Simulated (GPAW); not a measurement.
Crystal: CuO.

```
Cu O
1.0
     1.99097   -2.15355    0.00000
     1.99097    2.15355    0.00000
     0.00000    0.00000    5.15593
Cu O
2 2
Direct
  0.50000 0.00000 0.00000
  0.00000 0.50000 0.50000
  0.50000 0.50000 0.25000
  0.50000 0.50000 0.75000
```

Measurements of this composition are mostly on another form, of space group No. 15.

```yaml
Program: GPAW 26.7.0
Task: relaxation of cell and atoms
Functional: TASK
Potentials_or_basis: GPAW PAW data sets (gpaw-data 1.2.1)
Cutoff: 800 eV
Basis: pw
k_mesh: 6 × 6 × 3
Occupations: fermi-dirac, width 0.05 eV
Spin: no spin polarisation
```

At the start: pressure 7.3 GPa; volume 11.05 Å³/atom.

Problem. Where does the relaxation end?

Solution. Over 8 steps the energy falls by 14.6 meV/atom and the volume is 11.54 Å³/atom (+4.4 %); space group Cccm (No. 66, to 0.05 Å).

Step by step:
```tsv
step	energy change (eV)	largest force (eV/Å)	pressure (GPa)	volume (Å³)
1	0.0000	0.0001	7.33	44.21
2	-0.0127	0.0001	6.35	44.45
3	-0.0579	0.0008	0.24	46.13
4	-0.0583	0.0006	-0.06	46.22
5	-0.0583	0.0005	-0.09	46.23
6	-0.0584	0.0008	-0.17	46.24
7	-0.0584	0.0017	-0.15	46.22
8	-0.0584	0.0020	-0.06	46.17
```

Final structure:
```
Cu O
1.0
     2.01115   -2.17302    0.00000
     2.01117    2.17303    0.00000
     0.00000    0.00000    5.28266
Cu O
2 2
Cartesian
  1.0056 -1.0865 0.0000
  1.0056 1.0865 2.6413
  2.0112 0.0000 1.3209
  2.0112 0.0000 3.9618
```

Caveat: the k mesh is coarse (spacing up to 0.41 Å⁻¹), so the values aren't converged; with this Cu data set, volumes or pressures lay over 1.5 % or 2 GPa off other programs in two to four cells of ten; later steps reuse the first step's grids; the PAW data sets were made with another functional, which shifts forces and pressure a little; the run has no spin polarisation, though such a crystal can be magnetic.
